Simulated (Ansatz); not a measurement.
# Structure relaxation of Al

Level of theory: DFT PBE, scalar-relativistic, plane waves, PAW (Ansatz 0.2.0). Cutoff 420 eV, Γ-centred k mesh, Gaussian smearing, no spin polarisation in the final step.

Al was placed on the sites of a reported Hg cell (P6/mmm, No. 191), at a guessed volume.

```xyz
3
Lattice="4.0045 0.0000 0.0000 -2.0022 3.4680 0.0000 0.0000 0.0000 3.4135" Properties=species:S:1:pos:R:3 pbc="T T T"
Al    0.0000    2.3120    1.7068
Al    0.0000    0.0000    0.0000
Al    2.0022    1.1560    1.7068
```

Cell and atoms relax at zero pressure; the relaxation can't lower the symmetry of the start. After a coarse first stage the cell is made exact in the group found at 0.06 Å.

Energies count from the standard state of Al at the same level.

(1) Describe the relaxed structure.

(2) What are its volume, energy, density and gap?

Results:

(1) It keeps P6/mmm (No. 191), but not the shape of the type it started on. The result has the omega structure. Conventional cell: a = 4.615 Å, c = 2.790 Å. Al on Wyckoff site d (2 atoms of the primitive cell) is coordinated by 5 Al at 2.66–2.79 Å and 6 Al at 3.01 Å; around Al on Wyckoff site a (1 atom of the primitive cell) lie 2 Al at 2.79 Å and 12 Al at 3.01 Å.

Space group P6/mmm (No. 191). a = 4.615 Å, b = 4.615 Å, c = 2.790 Å, α = 90.00°, β = 90.00°, γ = 120.00°
```
atom site symmetry x y z
  Al    2d      -6m2  0.3333  0.6667  0.5000
  Al    1a     6/mmm  0.0000  0.0000  0.0000
```

(2) The volume per atom is 17.15 Å³ and the density is 2.61 g/cm³. The energy over the standard structure is 0.12 eV/atom and the gap on the 12×12×16 mesh is 0 eV (a metal).

The final run used a 12×12×16 mesh on its 3-atom cell and 0.10 eV smearing. For metals, differences of a few meV/atom aren't resolved. A structure relaxed within its symmetry needn't be a true minimum.